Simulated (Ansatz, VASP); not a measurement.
**BaZrO3: VASP beside Ansatz**

```xyz
5
Lattice="4.2273 0.0002 0.0001 0.0002 4.2274 -0.0001 0.0001 -0.0001 4.2274" Properties=species:S:1:pos:R:3 pbc="T T T"
Ba    0.0003   -0.0002   -0.0003
Zr    2.1139    2.1135    2.1136
O     2.1136    0.0001    2.1141
O     2.1135    2.1141    4.2275
O     4.2274    2.1137    2.1138
```

Change from the starting cell: structure listed in a database for this formula (Pm-3m, No. 221); cell x1, atoms moved at random (sigma 0.15 Å) and cell strained at random (1.5 %), then relaxed without symmetry.

Alike in both runs: functional PBE; k mesh 4 × 4 × 4; occupations gaussian, width 0.1 eV; no spin polarisation.

Ansatz relaxed the structure, and its values are those at the end. VASP's run is a single point on that final structure, the one shown.

|  | VASP | Ansatz |
| --- | --- | --- |
| version | VASP 6.6.1 | Ansatz 0.2.0 |
| potentials or method | VASP PAW PBE potentials, release 64 (Ba_sv, Zr_sv, O) | scalar-relativistic, plane waves, PAW |
| plane-wave cutoff (eV) | 520 | 420 |
| valence electrons in the cell | 40 | 40 |

Ansatz gave:

| Item | Value |
| --- | --- |
| gap on the k mesh at the Fermi level (eV) | 3.17 |
| least direct gap on the mesh (eV) | 3.40 |
| pressure (GPa) | 0.0 |

Q: Which values does VASP return?

A: gap on the k mesh at the Fermi level (eV): 3.13; least direct gap on the mesh (eV): 3.38; pressure (GPa): 0.9.

Caveats: spin-orbit coupling is left out, which moves the levels of the heavy elements. A k mesh can miss the band edges.
